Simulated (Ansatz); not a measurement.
**Ti: opening a crack plane**

Ti, Fm-3m, a = 4.110 Å. This isn't the element's structure at ambient conditions. Ansatz: r2SCAN, PAW, 500 eV, Γ-centred 23×23×5 mesh on 6 atoms, Gaussian smearing 0.15 eV; no spin polarisation. One cut on (111) per cell of 6 atoms is opened rigidly by x, between planes of Ti and Ti that stand 2.37 Å apart; y is the energy per area (7.316 Å², 1 eV/Å² = 16.02 J/m²).

```tsv
x (Å)	y (J/m²)
0.00	0.000
0.25	0.157
0.50	0.548
0.75	1.056
1.00	1.599
1.50	2.577
2.00	3.270
3.00	?
4.50	4.213
6.00	4.251
```

**Question.** Fit the universal binding curve y = W[1 − (1 + x/l) e^(−x/l)] to the other rows, give the peak stress, and predict the missing value.

**Answer.** Least squares gives W = 4.30 J/m² and l = 0.755 Å. The stress dy/dx peaks at x = l with W/(e l) = 21.0 GPa, for rigid faces. At x = 3.00: x/l = 3.974, y = 3.898 J/m². The run gave 3.947 J/m², so the fit is 0.049 J/m² too low, within the rms miss on the fitted rows (0.052 J/m²).

Cost: 12 runs of about 16 core-minutes in all, on Intel Xeon 6975P-C (Granite Rapids) (shared hosts).